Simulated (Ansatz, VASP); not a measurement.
## Ti: VASP beside Ansatz

```
Ti
1.0
     2.91013    0.00000    0.00000
    -1.45506    2.52024    0.00000
     0.00000    0.00000    4.62267
Ti
2
Direct
  0.33333 0.66667 0.25000
  0.66667 0.33333 0.75000
```

Change from the starting cell: functional pbesol, volume scaled by 0.96, PAW files.

Alike in both runs: task electric field gradients; functional PBEsol; k mesh 14 × 14 × 8; occupations fermi-dirac, width 0.05 eV; no spin polarisation.

|  | VASP | Ansatz |
| --- | --- | --- |
| version | VASP 6.6.1 | Ansatz 0.2.0 |
| potentials or method | VASP PAW PBE potentials, release 64 (Ti_sv) | PAW with Ansatz's default frozen-core files, scalar-relativistic |
| plane-wave cutoff (eV) | 520 | 420 |
| valence electrons in the cell | 24 | 24 |

VASP gave:

| Quantity | Value |
| --- | --- |
| pressure (GPa) | -1.8 |
| largest component of the traceless stress (GPa) | 0.31 |
| Vzz of the field gradient on the site that differs most (V/Å²) | 18.4 |

Which values does Ansatz return?

Pressure (GPa): -1.6; largest component of the traceless stress (GPa): 0.31; Vzz of the field gradient on the site that differs most (V/Å²): 20.3.

With one functional, cell and mesh, what is left measures potentials, basis and numerics.

Caveats: the PAW data sets were made with another functional, which shifts forces and pressure a little (VASP).
